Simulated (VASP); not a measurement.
# ZnS (Wurtzite-2H) (P6_3mc) in VASP: a series of runs

Aim: see how the results for ZnS (Wurtzite-2H) move with the level of theory and the settings. Levels: revPBE, LDA, BLYP, r2SCAN. Tasks: single point.

Everything below comes from runs of VASP 6.6.1. Logs are shortened: lines on timing, memory, paths and dates and some standing lists are left out, and cuts for length are marked.

**Experimental background.**

From a printed reference work, monograph, for a bulk crystal of ZnS at 4 K: band gap 3.911 eV (direct).

How close the calculation comes is told below.

## Step 1: The cell of the first run

It takes space group P6_3mc (No. 186, hexagonal). Conventional cell: a = 3.811 Å, b = 3.811 Å, c = 6.234 Å, α = 90.00°, β = 90.00°, γ = 120.00°. Within 3.1 Å of Zn (site symmetry 3m) lie 4 S at 2.31 to 2.40 Å. S (site symmetry 3m) has 4 Zn at 2.31 to 2.40 Å within 3.1 Å.

## Step 2: Single point, revPBE

Contents of INCAR:

```
PREC     = Accurate       # precision mode
ENCUT    = 520            # plane-wave cutoff, eV
EDIFF    = 1E-6           # SCF threshold, eV
ISMEAR   = 0              # smearing method
SIGMA    = 0.01           # smearing width, eV
LREAL    = F              # projectors in reciprocal space
LASPH    = T              # aspherical terms in the spheres
NELM     = 60             # most SCF steps
ALGO     = Normal         # electronic algorithm
ISIF     = 2              # what is computed and relaxed
LWAVE    = F              # write WAVECAR
LCHARG   = T              # write CHGCAR
GGA      = RE             # functional
LELF     = T              # ELF
LVHAR    = T            
NBANDS   = 26             # bands
```

Contents of KPOINTS:

```
Automatic mesh
0
Gamma
  6 6 4
```

Contents of POSCAR:

```
ZnS
1.0
    3.8110000000      0.0000000000      0.0000000000
   -1.9055000000      3.3004230000      0.0000000000
    0.0000000000      0.0000000000      6.2340000000
Zn S
2 2
Direct
    0.3333333333      0.6666666667      0.0000000000
    0.6666666667      0.3333333333      0.5000000000
    0.3333333333      0.6666666667      0.3850000000
    0.6666666667      0.3333333333      0.8850000000
```

Potentials or basis: VASP PAW PBE potentials, release 64 (Zn, S).

Launch:

```console
$ cat potpaw_PBE.64/Zn/POTCAR potpaw_PBE.64/S/POTCAR > POTCAR
$ mpirun -np 1 vasp_std > vasp.out
```

OUTCAR:

```text
PREC = Accurate
   ENCUT = 520
   EDIFF = 1E-6
   ISMEAR = 0
   LREAL = F
   LASPH = T
   NELM = 60
   ISIF = 2
   GGA = RE

 ion  position               nearest neighbor table
   1  0.333  0.667  0.000-   4 2.31   4 2.31   4 2.31   3 2.40
   2  0.667  0.333  0.500-   3 2.31   3 2.31   3 2.31   4 2.40
   3  0.333  0.667  0.385-   2 2.31   2 2.31   2 2.31   1 2.40
   4  0.667  0.333  0.885-   1 2.31   1 2.31   1 2.31   2 2.40

  LATTYP: Found a hexagonal cell.
 ALAT       =     3.8110000000
 C/A-ratio  =     1.6357911309

  Lattice vectors:

 A1 = (   3.8110000000,   0.0000000000,   0.0000000000)
 A2 = (  -1.9055000000,   3.3004230000,   0.0000000000)
 A3 = (   0.0000000000,   0.0000000000,   6.2340000000)

Analysis of symmetry for initial positions (statically):
=====================================================================
 Subroutine PRICEL returns:
 Original cell was already a primitive cell.

 Routine SETGRP: Setting up the symmetry group for a
 hexagonal supercell.

 Subroutine GETGRP returns: Found 12 space group operations
 (whereof  6 operations were pure point group operations)
 out of a pool of 24 trial point group operations.

The static configuration has the point symmetry C_3v.
 The point group associated with its full space group is C_6v.

Analysis of symmetry for dynamics (positions and initial velocities):
=====================================================================
 Subroutine PRICEL returns:
 Original cell was already a primitive cell.

 Routine SETGRP: Setting up the symmetry group for a
 hexagonal supercell.

 Subroutine GETGRP returns: Found 12 space group operations
 (whereof  6 operations were pure point group operations)
 out of a pool of 24 trial point group operations.

The dynamic configuration has the point symmetry C_3v.
 The point group associated with its full space group is C_6v.

 Subroutine INISYM returns: Found 12 space group operations
 (whereof  6 operations are pure point group operations),
 and found     1 'primitive' translations

----------------------------------------------------------------------------------------

                                     Primitive cell

  volume of cell :      78.4107

  direct lattice vectors                    reciprocal lattice vectors
     3.811000000  0.000000000  0.000000000     0.262398321  0.151495733  0.000000000
    -1.905500000  3.300423000  0.000000000     0.000000000  0.302991465  0.000000000
     0.000000000  0.000000000  6.234000000     0.000000000  0.000000000  0.160410651

  length of vectors
     3.811000000  3.811000161  6.234000000     0.302991478  0.302991465  0.160410651

  position of ions in fractional coordinates (direct lattice)
     0.333333333  0.666666667  0.000000000
     0.666666667  0.333333333  0.500000000
     0.333333333  0.666666667  0.385000000
     0.666666667  0.333333333  0.885000000

  ion indices of the primitive-cell ions
   primitive index   ion index
                 1           1
                 2           2
                 3           3
                 4           4

----------------------------------------------------------------------------------------

 KPOINTS: Automatic mesh

Automatic generation of k-mesh.
 Grid dimensions read from file:
 generate k-points for:    6    6    4

 Generating k-lattice:

  Cartesian coordinates                     Fractional coordinates (reciprocal lattice)
     0.043733053  0.025249289  0.000000000     0.166666667  0.000000000  0.000000000
     0.000000000  0.050498578  0.000000000     0.000000000  0.166666667  0.000000000
     0.000000000  0.000000000  0.040102663     0.000000000  0.000000000  0.250000000

  Length of vectors
     0.050498580  0.050498578  0.040102663

  Shift w.r.t. Gamma in fractional coordinates (k-lattice)
     0.000000000  0.000000000  0.000000000

 Subroutine IBZKPT returns following result:
 ===========================================

 Found     21 irreducible k-points:

 Following reciprocal coordinates:
            Coordinates               Weight
  0.000000  0.000000  0.000000      1.000000
  0.166667  0.000000  0.000000      6.000000
  0.333333  0.000000  0.000000      6.000000
  0.500000  0.000000  0.000000      3.000000
  0.166667  0.166667  0.000000      6.000000
  0.333333  0.166667  0.000000     12.000000
[... 13 lines left out ...]
  0.333333  0.166667  0.500000     12.000000
  0.333333  0.333333  0.500000      2.000000
   k-points           NKPTS =     21   k-points in BZ     NKDIM =     21   number of bands    NBANDS=     26
   number of dos      NEDOS =    301   number of ions     NIONS =      4
   total plane-waves  NPLWV =  37632
   dimension x,y,z NGX =    28 NGY =   28 NGZ =   48
   dimension x,y,z NGXF=    56 NGYF=   56 NGZF=   96
   ions per type =               2   2
   NGX,Y,Z   is equivalent  to a cutoff of  12.21, 12.21, 12.80 a.u.
   NGXF,Y,Z  is equivalent  to a cutoff of  24.43, 24.43, 25.60 a.u.
 SYSTEM =  unknown system
   PREC   = accura    normal or accurate (medium, high low for compatibility)
   ISTART =      0    job   : 0-new  1-cont  2-samecut
   ICHARG =      2    charge: 1-file 2-atom 10-const
   ISPIN  =      1    spin polarized calculation?
   LNONCOLLINEAR =      F non collinear calculations
   LSORBIT =      F    spin-orbit coupling
   LASPH  =      T    aspherical Exc in radial PAW
   ENCUT  =  520.0 eV  38.22 Ry    6.18 a.u.   7.09  7.09 11.59*2*pi/ulx,y,z
   NELM   =     60;   NELMIN=  2; NELMDL= -5     # of ELM steps
   EDIFF  = 0.1E-05   stopping-criterion for ELM
   LREAL  =      F    real-space projection
[... 7 lines left out ...]
   TEBEG  =    0.0;   TEEND  =   0.0 temperature during run
   PSTRESS=    0.0 pullay stress
   NELECT =      36.0000    total number of electrons
   NUPDOWN=      -1.0000    fix difference up-down
   EMIN   =  10.00;   EMAX   =-10.00  energy-range for DOS
   EFERMI =   0.00;   METHOD = LEGACY
   ISMEAR =     0;   SIGMA  =   0.01  broadening in eV -4-tet -1-fermi 0-gaus
   EFERMI_NEDOS =   21; number of points for ismear=-14 and -15
   IALGO  =     38    algorithm
   IMIX   =      4    mixing-type and parameters
     AMIX     =   0.40;   BMIX     =  1.00
     AMIX_MAG =   1.60;   BMIX_MAG =  1.00
  volume/ion in A,a.u.               =      19.60       132.29
  Fermi-wavevector in a.u.,A,eV,Ry     =   1.262943  2.386617 21.701646  1.595026
  Thomas-Fermi vector in A             =   2.396326
   LORBIT       =      0    0 simple, 1 ext, 2 COOP (PROOUT), +10 PAW based schemes
   GGA     = RE    functional components
   LHFCALC =     F    Hartree Fock is set to
   AEXX    =    0.0000 exact exchange contribution
   IVDW    =     0    specifies the selected vdW correction
   LEPSILON=     F    determine dielectric tensor
   LRPA    =     F    only Hartree local field effects (RPA)
 non-spin polarized calculation
 Gauss-broadening in eV      SIGMA  =   0.01
  energy-cutoff  :      520.00
  volume of cell :       78.41
 maximum number of plane-waves:      2133
   NGX = 15   NGY = 15   NGZ = 23

 number of electron      35.9999977 magnetization

 Free energy of the ion-electron system (eV)
  ---------------------------------------------------
  ext. energy  EPLUGINS =         0.00000000
  ---------------------------------------------------
  free energy    TOTEN  =       -12.47679394 eV

  energy without entropy =      -12.47679394  energy(sigma->0) =      -12.47679394

 E-fermi :   2.3238     XC(G=0):  -9.4887

 val. band max:        2.2459314008   @ k =   0.0000   0.0000   0.0000
 cond. band min:       4.6239283364   @ k =   0.0000   0.0000   0.0000
 fundamental gap:      2.3779969356
 Fermi energy:         2.3238185352

 k-point     1 :       0.0000    0.0000    0.0000
  band No.  band energies     occupation
      1     -10.9355      2.00000
      2     -10.0198      2.00000
      3      -4.0895      2.00000
      4      -4.0895      2.00000
      5      -4.0248      2.00000
      6      -4.0248      2.00000
[... 18 lines left out ...]
     25       9.8971      0.00000
     26      11.7023      0.00000

 k-point     2 :       0.1667    0.0000    0.0000
  band No.  band energies     occupation
      1     -10.7516      2.00000
      2      -9.9167      2.00000
      3      -4.1003      2.00000
      4      -4.0470      2.00000
      5      -4.0118      2.00000
      6      -3.9693      2.00000
[... 18 lines left out ...]
     25      10.6417      0.00000
     26      10.7305      0.00000

 k-point     3 :       0.3333    0.0000    0.0000
  band No.  band energies     occupation
      1     -10.3108      2.00000
      2      -9.7303      2.00000
      3      -4.0789      2.00000
      4      -3.9749      2.00000
      5      -3.9580      2.00000
      6      -3.8477      2.00000
[... 18 lines left out ...]
     25      10.9862      0.00000
     26      11.9926      0.00000

 k-point     4 :       0.5000    0.0000    0.0000
  band No.  band energies     occupation
      1     -10.0073      2.00000
      2      -9.6877      2.00000
      3      -4.0533      2.00000
      4      -3.9488      2.00000
      5      -3.8327      2.00000
      6      -3.7851      2.00000
[... 18 lines left out ...]
     25      11.4370      0.00000
     26      13.7292      0.00000
[... 409 lines left out ...]
      1     -10.1162      2.00000
      2     -10.1162      2.00000
      3      -4.0495      2.00000
      4      -4.0495      2.00000
      5      -3.9555      2.00000
      6      -3.9555      2.00000
[... 18 lines left out ...]
     25      10.7808      0.00000
     26      10.7808      0.00000

 k-point    20 :       0.3333    0.1667    0.5000
  band No.  band energies     occupation
      1      -9.8427      2.00000
      2      -9.8427      2.00000
      3      -3.9912      2.00000
      4      -3.9912      2.00000
      5      -3.8707      2.00000
      6      -3.8707      2.00000
[... 18 lines left out ...]
     25      11.4173      0.00000
     26      11.4173      0.00000

 k-point    21 :       0.3333    0.3333    0.5000
  band No.  band energies     occupation
      1      -9.7490      2.00000
      2      -9.7490      2.00000
      3      -3.8979      2.00000
      4      -3.8979      2.00000
      5      -3.8906      2.00000
      6      -3.8906      2.00000
[... 18 lines left out ...]
     25      12.0925      0.00000
     26      12.0925      0.00000

------------------------ aborting loop because EDIFF is reached ----------------------------------------

  FORCE on cell =-STRESS in cart. coord.  units (eV):
  Direction    XX          YY          ZZ          XY          YZ          ZX
  --------------------------------------------------------------------------------------
  -------------------------------------------------------------------------------------
  Total        2.5101194      2.5101197      1.4200612      0.0000000      0.0000000      0.0000000
  in kB       51.2896348     51.2896406     29.0163181      0.0000000      0.0000000      0.0000000
  external PRESSURE =      43.8651978 kB  Pullay stress =       0.0000000 kB

 VOLUME and BASIS-vectors are now :
 -----------------------------------------------------------------------------
  energy-cutoff  :      520.00
  volume of cell :       78.41
      direct lattice vectors                 reciprocal lattice vectors
     3.811000000  0.000000000  0.000000000     0.262398321  0.151495733  0.000000000
    -1.905500000  3.300423000  0.000000000     0.000000000  0.302991465  0.000000000
     0.000000000  0.000000000  6.234000000     0.000000000  0.000000000  0.160410651

 POSITION                                       TOTAL-FORCE (eV/Angst)
 -----------------------------------------------------------------------------------
     -0.00000      2.20028      0.00000        -0.000000      0.000000      0.327901
      1.90550      1.10014      3.11700         0.000000     -0.000000      0.327901
     -0.00000      2.20028      2.40009        -0.000000      0.000000     -0.327901
      1.90550      1.10014      5.51709        -0.000000     -0.000000     -0.327901
 -----------------------------------------------------------------------------------
    total drift:                               -0.000000     -0.000000      0.000493

  FREE ENERGIE OF THE ION-ELECTRON SYSTEM (eV)
  ---------------------------------------------------
  free  energy   TOTEN  =       -12.4767939361 eV

  energy  without entropy=      -12.4767939361  energy(sigma->0) =      -12.47679394
```

Run time: 24 s. Hardware: 1 thread of AMD EPYC 9R45 (Zen 5), shared host; peak memory 0.16 GiB.

Results:

| Quantity | Value |
| --- | --- |
| Free energy | -12.4768 eV |
| Pressure | 4.4 GPa |
| Largest force | 0.328 eV/Å |
| Band gap on the k mesh | 2.38 eV, direct |

Forces in eV/Å, atoms in the order of the input:
```
Zn   0.000  0.000  0.328
Zn   0.000  0.000  0.328
S    0.000  0.000 -0.328
S    0.000  0.000 -0.328
```

Levels at points of the mesh, in eV from the valence-band top:
```
           k point  band 14  band 15  band 16  band 17  band 18  band 19  band 20  band 21  band 22  band 23
(0.00, 0.00, 0.00)    -0.85    -0.85    -0.01    -0.01     0.00     2.38     3.08     6.34     6.34     6.65
(0.50, 0.00, 0.00)    -4.18    -3.13    -2.24    -1.54    -0.98     3.71     4.35     5.27     7.18     7.49
(0.00, 0.00, 0.50)    -2.73    -0.45    -0.45    -0.45    -0.45     3.61     3.61     6.77     6.77     6.77
(0.50, 0.00, 0.50)    -4.86    -1.65    -1.65    -1.52    -1.52     3.72     3.72     5.21     5.21     9.03
```

Caveat: the PAW data sets were made with another functional, which shifts forces and pressure a little. Expect the measured gap to be larger: semilocal functionals such as revPBE lack the derivative discontinuity.

## Step 3: Single point, LDA

Changes to INCAR since step 2:

```diff
@@ -11,6 +11,4 @@
 LWAVE    = F              # write WAVECAR
-LCHARG   = T              # write CHGCAR
-GGA      = RE             # functional
-LELF     = T              # ELF
-LVHAR    = T            
+LCHARG   = F              # write CHGCAR
+GGA      = CA             # functional
 NBANDS   = 26             # bands
```

Contents of KPOINTS:

```
regular mesh
0
Gamma
  6 6 4
```

POSCAR is that of step 2.

Potentials or basis: VASP PAW LDA potentials, release 64 (Zn, S).

Launch:

```console
$ cat potpaw_LDA.64/Zn/POTCAR potpaw_LDA.64/S/POTCAR > POTCAR
$ mpirun -np 1 vasp_std > vasp.out
```

It took 18 s on 1 thread of AMD EPYC 9R45 (Zen 5), shared host; peak memory 0.14 GiB.

The run converged. Its results:

```
Free energy            : -16.3316 eV
Pressure               : -3.7 GPa
Largest force          : 0.299 eV/Å
Band gap on the k mesh : 2.02 eV, direct
```

Forces in eV/Å, atoms in the order of the input:
```
Zn   0.000  0.000  0.299
Zn   0.000  0.000  0.299
S    0.000  0.000 -0.299
S    0.000  0.000 -0.299
```

Stress tensor (GPa, compression positive):
```
-3.14  0.00  0.00
 0.00 -3.14  0.00
 0.00  0.00 -4.72
```

Levels at points of the mesh, in eV from the valence-band top:
```
           k point  band 16  band 17  band 18  band 19  band 20  band 21
(0.00, 0.00, 0.00)    -0.02    -0.02     0.00     2.02     2.80     6.15
(0.50, 0.00, 0.00)    -2.28    -1.61    -1.00     3.42     4.10     5.00
(0.00, 0.00, 0.50)    -0.47    -0.47    -0.47     3.31     3.31     6.59
(0.50, 0.00, 0.50)    -1.69    -1.56    -1.56     3.41     3.41     4.98
```

As with any semilocal functional, this LDA gap is likely too small.

## Step 4: Single point, BLYP

Contents of INCAR:

```
SYSTEM = ZnS
PREC     = Accurate       ! precision mode
ENCUT    = 520            ! plane-wave cutoff, eV
EDIFF    = 1E-6           ! SCF threshold, eV
ISMEAR   = 0              ! smearing method
SIGMA    = 0.01           ! smearing width, eV
LREAL    = .FALSE.        ! projectors in reciprocal space
LASPH    = .TRUE.         ! aspherical terms in the spheres
NELM     = 100            ! most SCF steps
ALGO     = Normal         ! electronic algorithm
ISIF     = 2              ! what is computed and relaxed
LWAVE    = .FALSE.        ! write WAVECAR
LCHARG   = .FALSE.        ! write CHGCAR
GGA      = B5             ! functional
ALDAX    = 1.0          
AGGAX    = 1.0          
AGGAC    = 1.0          
ALDAC    = 0.0          
NBANDS   = 26             ! bands
```

Contents of KPOINTS:

```
regular mesh
0
G
  6 6 4
  0 0 0
```

POSCAR is that of step 3.

Potentials or basis: VASP PAW PBE potentials, release 64 (Zn, S).

Launch:

```console
$ cat potpaw_PBE.64/Zn/POTCAR potpaw_PBE.64/S/POTCAR > POTCAR
$ mpirun -np 1 vasp_std > vasp.out
```

It took 36 s on 1 thread of AMD EPYC 9R45 (Zen 5), shared host; peak memory 0.17 GiB.

The run converged. Its results:

```
Free energy            : -11.4956 eV
Pressure               : 6.4 GPa
Largest force          : 0.344 eV/Å
Band gap on the k mesh : 2.26 eV, direct
```

Forces on the atoms (eV/Å):
```
Zn   0.000  0.000  0.344
Zn   0.000  0.000  0.344
S    0.000  0.000 -0.344
S    0.000  0.000 -0.344
```

Stress tensor (GPa, compression positive):
```
7.05 0.00 0.00
0.00 7.05 0.00
0.00 0.00 4.99
```

Levels at points of the mesh, in eV from the valence-band top:
```
           k point  band 16  band 17  band 18  band 19  band 20  band 21
(0.00, 0.00, 0.00)    -0.01    -0.01     0.00     2.26     3.01     6.35
(0.50, 0.00, 0.00)    -2.22    -1.52    -0.97     3.69     4.28     5.30
(0.00, 0.00, 0.50)    -0.45    -0.45    -0.45     3.52     3.52     6.80
(0.50, 0.00, 0.50)    -1.64    -1.51    -1.51     3.68     3.68     5.24
```

Caveat: the PAW data sets were made with another functional, which shifts forces and pressure a little. A hybrid or GW would open this gap; BLYP tends to underestimate it.

(Continued in part 2 of 2.)
